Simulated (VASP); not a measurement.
The system is SiO2.

```
Si O
1.0
     4.19226    0.00000    0.00000
     0.00000    4.19226    0.00000
     0.00000    0.00000    2.68252
Si O
2 4
Direct
  0.00000 0.00000 0.00000
  0.50000 0.50000 0.50000
  0.30584 0.30584 0.00000
  0.19416 0.80584 0.50000
  0.69416 0.69416 0.00000
  0.80584 0.19416 0.50000
```

Base run:

```yaml
Program: VASP 6.6.1
Functional: PBEsol
Potentials_or_basis: VASP PAW PBE potentials, release 64 (Si, O)
Cutoff: 700 eV
k_mesh: 6 × 6 × 8
Occupations: gaussian, width 0.02 eV
Spin: no spin polarisation
```

Its results: band gap on the k mesh 5.34 eV, direct; pressure 0.0 GPa.

Question: After a change of settings the same cell gave: band gap on the k mesh 5.35 eV, direct; pressure -0.5 GPa. Which change was it?
A. functional from PBEsol to r2SCAN; cutoff from 700 eV to 520 eV
B. potentials or basis from VASP PAW PBE potentials, release 64 (Si, O) to VASP PAW PBE potentials, release 64 (Si, O_h); cutoff from 700 eV to 900 eV
C. cutoff from 700 eV to 520 eV; k mesh from 6 × 6 × 8 to 8 × 8 × 14
D. cutoff from 700 eV to 520 eV; occupations from gaussian, width 0.02 eV to gaussian, width 0.5 eV

Answer: B.

Caveats: the PAW data sets were made with another functional, which shifts forces and pressure a little; the cutoff is under 1.25 times the usual one of these potentials, so pressure, stress and relaxed cells hold a basis-set (Pulay) error (some runs).
